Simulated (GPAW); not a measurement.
Wanted: an ASE script for a GPAW 26.7.0 run.

```
Task                : equation of state
Functional          : r2SCAN
Potentials or basis : GPAW PAW data sets (gpaw-data 1.2.1)
Cutoff              : 600 eV
Basis               : pw
k mesh              : 9 × 9 × 5
Occupations         : fermi-dirac, width 0.05 eV
Spin                : no spin polarisation
Maxiter             : 150
Eos scales          : [0.94, 0.96, 0.98, 1.0, 1.02, 1.04, 1.06]
```

TiAl:

```
Ti Al
1.0
     2.86726    0.00000    0.00000
    -1.43363    2.48312    0.00000
     0.00000    0.00000    4.67808
Ti Al
1 1
Direct
  0.00000 0.00000 0.00000
  0.33333 0.66667 0.50000
```

The cell comes from a database or a generator and needn't be the stable form of this composition.

The input as run:

run.py

```python
from ase import Atoms
from ase.eos import EquationOfState
from ase.io import Trajectory
from ase.units import GPa
from gpaw import GPAW, PW

atoms = Atoms(['Ti', 'Al'],
              cell=[[2.8672622327, 0.0, 0.0],
                    [-1.4336311163, 2.4831219328, 0.0],
                    [0.0, 0.0, 4.678083]],
              scaled_positions=[[0.0, 0.0, 0.0],
                                [0.3333333333, 0.6666666667, 0.5]],
              pbc=True)

traj = Trajectory('eos.traj', 'w')
volumes, energies = [], []
for x in [0.94, 0.96, 0.98, 1.0, 1.02, 1.04, 1.06]:
    a = atoms.copy()
    a.set_cell(atoms.cell * x**(1 / 3), scale_atoms=True)
    calc = GPAW(mode=PW(600),
                xc='MGGA_X_R2SCAN+MGGA_C_R2SCAN',
                kpts={'size': (9, 9, 5), 'gamma': True},
                occupations={'name': 'fermi-dirac', 'width': 0.05},
                nbands=17,
                convergence={'density': 1e-05, 'energy': 1e-05},
                maxiter=150,
                txt=f'eos-{x:.2f}.txt')
    a.calc = calc
    energies.append(a.get_potential_energy(force_consistent=True))
    volumes.append(a.get_volume())
    p = -a.get_stress()[:3].mean() / GPa
    calc.write(f'eos-{x:.2f}.gpw')
    traj.write(a)
    print(f'{x:.2f} {volumes[-1]:10.4f} A^3 {energies[-1]:14.6f} eV {p:9.3f} GPa', flush=True)

v0, e0, B = EquationOfState(volumes, energies, eos='birchmurnaghan').fit()
print(f'V0 = {v0:.4f} A^3, E0 = {e0:.6f} eV, B0 = {B / GPa:.2f} GPa')
```

Potentials or basis: GPAW PAW data sets (gpaw-data 1.2.1), pw.

Launch:

```bash
$ OMP_NUM_THREADS=1 python run.py
```

It gave:

The equilibrium volume is 16.54 Å³/atom (rough: see the caveat). The bulk modulus at fixed shape and positions is 113 GPa (rough).

Caveat: the points scatter about the fit; the cell was scaled at fixed shape and fractional positions, which overstates the stiffness of a crystal with free parameters, most of all of layers and chains; the PAW data sets were made with another functional, which shifts forces and pressure a little.

Run time: 6.2 min on 1 thread of Arm Neoverse V1, on a shared host, peak memory 0.72 GiB.
